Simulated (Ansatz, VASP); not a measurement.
**CdSe (Cadmoselite) in two plane-wave programs**

Wanted: the spread between two codes on one cell, functional and k mesh.

Calculated with Ansatz 0.2.0; plane waves, with VASP 6.6.1 beside it; single point at PBEsol.

## (1) Set-up

Symmetry: P6_3mc, No. 186, hexagonal system. Conventional cell: a = 4.299 Å, b = 4.299 Å, c = 7.010 Å, α = 90.00°, β = 90.00°, γ = 120.00°. Nearest to Cd lie 4 Se at 2.63 to 2.64 Å. Nearest to Se lie 4 Cd at 2.63 to 2.64 Å. Farther neighbours and most contacts between anions are not listed.

Coordinates:

```cif
data_structure
_symmetry_space_group_name_H-M 'P6_3mc'
_symmetry_Int_Tables_number 186
_cell_length_a 4.2990
_cell_length_b 4.2990
_cell_length_c 7.0100
_cell_angle_alpha 90.000
_cell_angle_beta 90.000
_cell_angle_gamma 120.000
_cell_volume 112.20
loop_
_atom_site_label
_atom_site_type_symbol
_atom_site_symmetry_multiplicity
_atom_site_Wyckoff_symbol
_atom_site_fract_x
_atom_site_fract_y
_atom_site_fract_z
_atom_site_occupancy
Cd1 Cd 2 b 0.66667 0.33333 0.50000 1
Se1 Se 2 b 0.66667 0.33333 0.87679 1
```

## (2) VASP: single point, PBEsol

With cell and atoms fixed, the geometry can't cause a difference; cores, projectors, grids and the points listed under the comparison can.

Lines of VASP's logs that name or quote its potential files are left out, and so is its time.

Contents of INCAR:

```
SYSTEM = CdSe
PREC = Accurate
ENCUT = 400
EDIFF = 1E-05
NELM = 100
ISMEAR = 0
SIGMA = 0.05
LREAL = .FALSE.
ALGO = Normal
GGA = PS
NBANDS = 24
LORBIT = 11
LWAVE = .FALSE.
LCHARG = .FALSE.
KPAR = 8
```

Contents of POSCAR:

```
CdSe
1.0
    4.2990000000      0.0000000000      0.0000000000
   -2.1495000000      3.7230432109      0.0000000000
    0.0000000000      0.0000000000      7.0100000000
Cd Se
2 2
Direct
    0.6666666667      0.3333333333      0.5000000000
    0.3333333333      0.6666666667      0.0000000000
    0.6666666667      0.3333333333      0.8767900000
    0.3333333333      0.6666666667      0.3767900000
```

Contents of KPOINTS:

```
Automatic mesh
0
Gamma
6 6 4
0 0 0
```

The projector-augmented-wave data sets are Cd and Se (PBE family, release 64).

Launch:

```console
> mpirun -np 8 vasp_std
```

Numbers of over 12 decimals in the logs are rounded to 6 here.

The program printed:

```text
[banner, memory and clock lines left out]
running    8 mpi-ranks, on    1 nodes
 distrk:  each k-point on    1 cores,    8 groups
 distr:  one band on    1 cores,    1 groups

 POSCAR found type information on POSCAR CdSe
 POSCAR found :  2 types and       4 ions
|                                                                             |
|           W    W    AA    RRRRR   N    N  II  N    N   GGGG   !!!           |
|           W    W   A  A   R    R  NN   N  II  NN   N  G    G  !!!           |
|           W    W  A    A  R    R  N N  N  II  N N  N  G       !!!           |
|           W WW W  AAAAAA  RRRRR   N  N N  II  N  N N  G  GGG   !            |
|           WW  WW  A    A  R   R   N   NN  II  N   NN  G    G                |
|           W    W  A    A  R    R  N    N  II  N    N   GGGG   !!!           |
|                                                                             |
|     For optimal performance we recommend to set                             |
|       NCORE = 2 up to number-of-cores-per-socket                            |
|     NCORE specifies how many cores store one orbital (NPAR=cpu/NCORE).      |
|     This setting can greatly improve the performance of VASP for DFT.       |
|     The default, NCORE=1 might be grossly inefficient on modern             |
|     multi-core architectures or massively parallel machines. Do your        |
|     Unfortunately you need to use the default for GW and RPA                |
|     calculations (for HF NCORE is supported but not extensively tested      |
|     yet).                                                                   |
|                                                                             |

|                                                                             |
|               ----> ADVICE to this user running VASP <----                  |
|                                                                             |
|     You enforced a specific xc type in the INCAR file but a different       |
|     [... a line on the potential file left out ...]
|     I HOPE YOU KNOW WHAT YOU ARE DOING!                                     |
|                                                                             |

 LDA part: xc-table for (Slater+PW92), standard interpolation
 POSCAR, INCAR and KPOINTS ok, starting setup
 FFT: planning ... GRIDC
 FFT: planning ... GRID_SOFT
 FFT: planning ... GRID
 WAVECAR not read
 entering main loop
       N       E                     dE             d eps       ncg     rms          rms(c)
DAV:   1     0.202767688127E+03    0.20277E+03   -0.15021E+04  1016   0.110E+03
DAV:   2    -0.367555267960E+01   -0.20644E+03   -0.20105E+03  1240   0.297E+02
DAV:   3    -0.130422418078E+02   -0.93667E+01   -0.93459E+01  1128   0.654E+01
DAV:   4    -0.131042244632E+02   -0.61983E-01   -0.61962E-01  1232   0.512E+00
DAV:   5    -0.131046707822E+02   -0.44632E-03   -0.44631E-03  1144   0.393E-01    0.854E+00
DAV:   6    -0.123825811211E+02    0.72209E+00   -0.15233E+00  1280   0.130E+01    0.680E+00
DAV:   7    -0.123452611033E+02    0.37320E-01   -0.52850E-01  1160   0.393E+00    0.282E+00
DAV:   8    -0.123411394798E+02    0.41216E-02   -0.60533E-02  1072   0.266E+00    0.359E-01
DAV:   9    -0.123405176536E+02    0.62183E-03   -0.84658E-03  1224   0.115E+00    0.112E-01
DAV:  10    -0.123405479992E+02   -0.30346E-04   -0.80659E-04  1096   0.314E-01    0.630E-02
DAV:  11    -0.123406108462E+02   -0.62847E-04   -0.18206E-04  1136   0.975E-02    0.244E-02
DAV:  12    -0.123405961675E+02    0.14679E-04   -0.77898E-05  1152   0.979E-02    0.840E-03
DAV:  13    -0.123405987158E+02   -0.25483E-05   -0.11581E-05   904   0.190E-02
   1 F= -.12340599E+02 E0= -.12340599E+02  d E =-.332086E-13
```

OUTCAR, selected parts (step 2):

```text
ion  position               nearest neighbor table
   1  0.667  0.333  0.500-   4 2.63   4 2.63   4 2.63   3 2.64
   2  0.333  0.667  0.000-   3 2.63   3 2.63   3 2.63   4 2.64
   3  0.667  0.333  0.877-   2 2.63   2 2.63   2 2.63   1 2.64
   4  0.333  0.667  0.377-   1 2.63   1 2.63   1 2.63   2 2.64

  LATTYP: Found a hexagonal cell.
 ALAT       =     4.2990000000
 C/A-ratio  =     1.6306117702

 Subroutine GETGRP returns: Found 12 space group operations
 (whereof  6 operations were pure point group operations)

The static configuration has the point symmetry C_3v.
 The point group associated with its full space group is C_6v.

 Found     21 irreducible k-points:

   k-points           NKPTS =     21   k-points in BZ     NKDIM =     21   number of bands    NBANDS=     24

   dimension x,y,z NGX =    28 NGY =   28 NGZ =   48
   dimension x,y,z NGXF=    56 NGYF=   56 NGZF=   96

   ENCUT  =  400.0 eV  29.40 Ry    5.42 a.u.   7.01  7.01 11.43*2*pi/ulx,y,z

   NELECT =      36.0000    total number of electrons

 k-points in reciprocal lattice and weights: Automatic mesh
   0.00000000  0.00000000  0.00000000       0.007
   0.16666667  0.00000000  0.00000000       0.042
   0.33333333  0.00000000  0.00000000       0.042
   0.50000000  0.00000000  0.00000000       0.021
   0.16666667  0.16666667  0.00000000       0.042
   0.33333333  0.16666667  0.00000000       0.083
   0.33333333  0.33333333  0.00000000       0.014
   0.00000000  0.00000000  0.25000000       0.014
   0.16666667  0.00000000  0.25000000       0.083
[...]
0.33333333  0.16666667  0.50000000       0.083
   0.33333333  0.33333333  0.50000000       0.014

 average (electrostatic) potential at core
       1 -39.8686       2 -39.8686       3 -56.4029       4 -56.4029

 E-fermi :   1.0809

 k-point     1 :       0.0000    0.0000    0.0000
  band No.  band energies     occupation
    ...
     14       0.0635      2.00000
     15       0.0635      2.00000
     16       0.7960      2.00000
     17       0.8401      2.00000
     18       0.8401      2.00000
     19       1.3876      0.00000
     20       2.9232      0.00000
     21       6.6135      0.00000
     22       6.6135      0.00000
     23       6.9020      0.00000
    ...

 k-point     2 :       0.1667    0.0000    0.0000
  band No.  band energies     occupation
    ...
     14      -1.0101      2.00000
     15      -0.6099      2.00000
     16      -0.2652      2.00000
     17       0.5850      2.00000
     18       0.6402      2.00000
     19       2.7510      0.00000
     20       3.9020      0.00000
     21       5.9807      0.00000
     22       6.9811      0.00000
     23       6.9919      0.00000
    ...

 k-point     3 :       0.3333    0.0000    0.0000
  band No.  band energies     occupation
    ...
     14      -2.2797      2.00000
     15      -1.8616      2.00000
     16      -0.8143      2.00000
     17      -0.0270      2.00000
     18       0.2472      2.00000
     19       3.7473      0.00000
     20       4.1783      0.00000
     21       5.8036      0.00000
     22       6.5861      0.00000
     23       7.2755      0.00000
    ...

  Total        0.1429224      0.1429224      0.0125213      0.0000000      0.0000000      0.0000000
  in kB        2.0409258      2.0409258      0.1788041      0.0000000      0.0000000      0.0000000
  external PRESSURE =       1.4202186 kB  Pullay stress =       0.0000000 kB

  energy-cutoff  :      400.00
  volume of cell :      112.20
      direct lattice vectors                 reciprocal lattice vectors
     4.299000000  0.000000000  0.000000000     0.232612235  0.134298737  0.000000000
    -2.149500000  3.723043211  0.000000000     0.000000000  0.268597473  0.000000000
     0.000000000  0.000000000  7.010000000     0.000000000  0.000000000  0.142653352

 POSITION                                       TOTAL-FORCE (eV/Angst)
 -----------------------------------------------------------------------------------
      2.14950      1.24101      3.50500         0.000000     -0.000000      0.032167
     -0.00000      2.48203      0.00000        -0.000000      0.000000      0.032167
      2.14950      1.24101      6.14630         0.000000     -0.000000     -0.032167
     -0.00000      2.48203      2.64130         0.000000     -0.000000     -0.032167
 -----------------------------------------------------------------------------------
    total drift:                               -0.000000      0.000000     -0.000223

  FREE ENERGIE OF THE ION-ELECTRON SYSTEM (eV)
  ---------------------------------------------------
  free  energy   TOTEN  =       -12.3405987158 eV

  energy  without entropy=      -12.3405987158  energy(sigma->0) =      -12.34059872

 total charge
# of ion       s       p       d       tot
------------------------------------------
    1        0.448   0.319   9.547  10.314
    2        0.448   0.319   9.547  10.314
    3        1.445   2.381   0.023   3.849
    4        1.445   2.381   0.023   3.849
--------------------------------------------------
tot          3.786   5.401  19.140  28.326

[... 3 further parts left out ...]
```

The run ends at a pressure of 0.14 GPa, with forces up to 0.032 eV/Å.

## (3) Ansatz: single point, PBEsol

Ansatz runs on its default PAW (the set named soft_2) files.

The same cell, functional, mesh and smearing now go to Ansatz, which takes its cutoff from its data sets.

Contents of input.yaml:

```yaml
crystal:
  lattice:
    - [4.299, 0.0, 0.0]
    - [-2.1495, 3.7230432109, 0.0]
    - [0.0, 0.0, 7.01]
  atoms:
    - { symbol: Cd, position: [0.6666666667, 0.3333333333, 0.5] }
    - { symbol: Cd, position: [0.3333333333, 0.6666666667, 0.0] }
    - { symbol: Se, position: [0.6666666667, 0.3333333333, 0.87679] }
    - { symbol: Se, position: [0.3333333333, 0.6666666667, 0.37679] }
hamiltonian:
  xc: pbesol
  pseudopotentials: { kind: paw }
kpoints:
  mp_grid: { grid: [6, 6, 4] }
scf:
  occupations: { method: gaussian, width: 0.05 }
  n_extra_bands: 5
output:
  forces: true
  stress: true
  eigenvalues: true
```

Launch:

```console
> ansatz run input.yaml --threads 2 --pin off --max-ram 4608MiB --backend cpu --events-out ev --progress --plain --runs-dir out
```

The program printed:

```text
scf.n_extra_bands = 5 over 36 filled bands (N_el = 72.0): the run solves 41 bands
Engine: ansatz 0.2.0, aarch64-unknown-linux-gnu
Pseudopotentials: kind: paw
Pseudopotential: Cd, paw, valence charge 20, recommended cutoff 420 eV (normal), Cd.paw.azcp
Pseudopotential: Se, paw, valence charge 16, recommended cutoff 420 eV (normal), Se.paw.azcp
Functional definition: PBEsol
  exchange = pbesol_x
  correlation = pbesol_c
Crystal: 4 atoms, lattice volume = 112.198 Å³
Basis set: ecut = 420 eV, 2189 PW (Γ), exchange–correlation on 60×60×96 points (8 copies of the dense FFT grid, shifted against one another)
Bands: 41, of which v1, the nominal top of the filled ones, is band 36 counted from 1 (35 counted from 0)
Symmetry: 12 space group operations
Space group: P63mc (ITA 186), of the structure as read, at distance tolerance 4.8e-5 Å
k-points: 21 of 144 (time reversal used)
Non-local potential: Cd, projectors of the file, l = 0: 3, l = 1: 2, l = 2: 2, l = 3: 1
Non-local potential: Se, projectors of the file, l = 0: 2, l = 1: 2, l = 2: 3, l = 3: 1
PAW form: soft (Blöchl's): semilocal exchange-correlation on the pseudo side does not see the compensation charge
PAW frozen core: Cd, regenerated for the run's functional, and the local potential with it (the file was generated under x = pbe(κ = 0.804, μ = 0.219515), c = pbe(β = 0.066725))
PAW frozen core: Se, regenerated for the run's functional, and the local potential with it (the file was generated under x = pbe(κ = 0.804, μ = 0.219515), c = pbe(β = 0.066725))
PAW one-centre angular grid: Cd, 590 points (default); XC on 64 Gauss nodes
PAW one-centre angular grid: Se, 590 points (default); XC on 64 Gauss nodes
Initial density: superposition of atomic densities (neutral atoms: chi_scale 0, normalization atom), corrected by the library's trained network
Initial wavefunctions: pseudopotential atomic-orbital guess
Functional: x = pbesol(κ = 0.804, μ = 0.123457), c = pbesol(β = 0.046)
SCF iter   1: F=—  HF=-27218.817323 eV  |F-HF|=—  |Δ(HF+E_count)|=         —  Δρ=4.18e-3  dr2=2.32e-2  ethr=1.77e-3  ⟨swp⟩=6.0  Hψ=2999  notcnv=0
preconditioner: auto → Resta (q_TF=auto, 2.534 Å⁻¹)  ε∞=4.7  [insulator: Δε(μ)=0.508 eV  Ē_g=10.969 eV  σ=0.050 eV  W_gap=1.00  n_scr=34 (ndim 8)  ℏωp=21.0 eV  f_vac=0.200  D(μ)=0.00/eV (n_scr^D=0)  ε∞_Penn≈4.7]
SCF iter   2: F=—  HF=-27218.811616 eV  |F-HF|=—  |Δ(HF+E_count)|=   5.71e-3  Δρ=1.64e-3  dr2=4.60e-3  ethr=3.22e-5  ⟨swp⟩=2.0  Hψ=1442  notcnv=0  defer=19
SCF iter   3: F=—  HF=-27218.810775 eV  |F-HF|=—  |Δ(HF+E_count)|=   8.41e-4  Δρ=5.45e-4  dr2=5.24e-4  ethr=6.39e-6  ⟨swp⟩=2.0  Hψ=1144  notcnv=0  defer=19
SCF iter   4: F=—  HF=-27218.810907 eV  |F-HF|=—  |Δ(HF+E_count)|=   1.33e-4  Δρ=1.80e-4  dr2=5.49e-5  ethr=7.28e-7  ⟨swp⟩=2.0  Hψ=1218  notcnv=0  defer=19
SCF iter   5: F=—  HF=-27218.811002 eV  |F-HF|=—  |Δ(HF+E_count)|=   9.41e-5  Δρ=7.91e-5  dr2=8.11e-6  ethr=7.63e-8  ⟨swp⟩=2.1  Hψ=1238  notcnv=0  defer=19
SCF iter   6: F=—  HF=-27218.811009 eV  |F-HF|=—  |Δ(HF+E_count)|=   7.02e-6  Δρ=2.71e-5  dr2=9.27e-7  ethr=1.13e-8  ⟨swp⟩=2.0  Hψ=1469  notcnv=0  defer=19
SCF iter   7: F=-27218.811011 eV  HF=-27218.811011 eV  |F-HF|=1.46e-7  |Δ(HF+E_count)|=   2.07e-6  Δρ=5.42e-6  dr2=5.40e-8  ethr=1.39e-10  ⟨swp⟩=7.1  Hψ=3822  notcnv=0
SCF 1 converged in 7 iterations: F = -27218.811011 eV  dr2 = 5.40e-8
  greatest PAW one-centre occupation: 1.000 electrons in one spin orbital (limit 2), on the Cd atom at site 1 (counted from 0), in its partial waves of l = 0
SCF converged after 7 iterations
Free energy (F): -27218.811011 eV
Harris-Foulkes:  -27218.811011 eV  (|F-HF|=1.46e-7)
Internal energy: -27218.811011 eV  (E = F + TS)
E sigma→0 (E₀):  -27218.811011 eV
Fermi energy:    7.663286 eV
--- Per-component energies (eV) ---
  E_band       = -1786.871475
  E_kinetic    = 1247.278475
  E_local      = -12769.497246  (includes V_loc(G=0)·N_el)
  E_nonlocal   = -1112.130406
  E_hartree    = 6064.528473
  E_xc         = -557.172243
  E_vxc        = -637.744341  (∫ρ·V_xc dr)
  E_paw        = -11763.648508  (= ΣΔE_a)
  E_vpaw       = -643.838322  (= ΣTr[D̂ρ^β])
  E_aug_tail   = -0.001176  (compensation charges beyond the density's cutoff)
  E_ewald      = -8330.869200
  E_core_change = 2.700820  (= ΣΔE_core)
  E_smearing   = -0.000000  (= −TS)
  E_closure    = 0.000000  (closes the sum)
  Σ components = -27218.811011   (vs F -27218.811011, Δ=0.00e0)
--- Forces (eV/Å), atoms counted from 1 ---
  atom   1  Cd    -0.00000000     0.00000000     0.02995674
  atom   2  Cd    -0.00000000    -0.00000000     0.02995674
  atom   3  Se     0.00000000     0.00000000    -0.02993051
  atom   4  Se     0.00000000    -0.00000000    -0.02993051
  max |Σ_I F_I| component: 5.25e-5 eV/Å
--- Stress (GPa, compression-positive) ---
        0.223939      -0.000000       0.000000
        0.000000       0.223939       0.000000
        0.000000       0.000000       0.044115
  P = ⅓ Tr σ = 0.1640 GPa (1.640 kbar)
--- Band table (eV; the first three rows and the last of 21) ---
  k-point 0: bands = [... 32 lower, 6.6143, 7.3431, 7.3875, 7.3875, 7.9360, 9.4780, 13.1805, 13.1805, ... 1 higher]
  k-point 1: bands = [... 32 lower, 6.7191, 6.7191, 7.2647, 7.2647, 9.0218, 9.5743, 13.0189, 13.2689, ... 1 higher]
  k-point 2: bands = [... 32 lower, 6.9830, 6.9830, 6.9830, 6.9830, 9.6633, 9.6633, 13.1272, 13.1272, ... 1 higher]
  k-point 20: bands = [... 32 lower, 4.8957, 4.8957, 6.2528, 6.2528, 11.0705, 11.0705, 13.0903, 13.0903, ... 1 higher]
```

Elapsed: 7.8 s, on 2 threads of Arm Neoverse N1, shared host; peak memory 0.36 GiB; 15 s of CPU time.

The run ends at a pressure of 0.16 GPa, with forces up to 0.030 eV/Å.

## (4) Side by side

Known differences besides the potentials themselves: the data sets hold 72 valence electrons in Ansatz (default PAW (the set named soft_2) files) and 36 in VASP; the cutoff is 420 eV in Ansatz and 400 eV in VASP; Ansatz makes its cores anew for this functional, VASP keeps those of its PBE data sets; VASP leaves aspherical gradient terms in its spheres out (LASPH is not set), Ansatz keeps them. Total energies have different zeros and are not compared.

The two programs side by side:

```
              quantity  Ansatz   VASP  difference
        pressure (GPa)    0.16   0.14       +0.02
gap on the k mesh (eV)   0.548  0.547      +0.001
```

At this near-relaxed geometry the largest component of a force difference is 2 meV/Å. A gap on the mesh is an upper bound, since the band edges may lie between its points. Ansatz's pressure holds a Pulay correction of 0.03 GPa; VASP's holds none.

## (5) Results

```json
{
 "difference in gap on the k mesh (single point, PBEsol)": "9.9e-4 eV"
}
```

In words: The difference in gap on the k mesh is 9.9e-4 eV (single point, PBEsol), within the 0.08 eV picked in this series as the mark of a large difference. 1 further run of this series is not shown here. How closely two codes agree says nothing of how well the functional describes the real material.

[Lines on the potential files, build, host, timing and source positions are cut from VASP's logs without a mark.]

[Logs are printed without paths, hosts, clocks, repeated set-up lines and the standing remarks that a program may print on its own settings, such as how far it seeks lower states.]

[Hosts, paths, dates, database ids (printed as entryN), source tags and the programs' standing remarks are cut or masked in the printed files.]
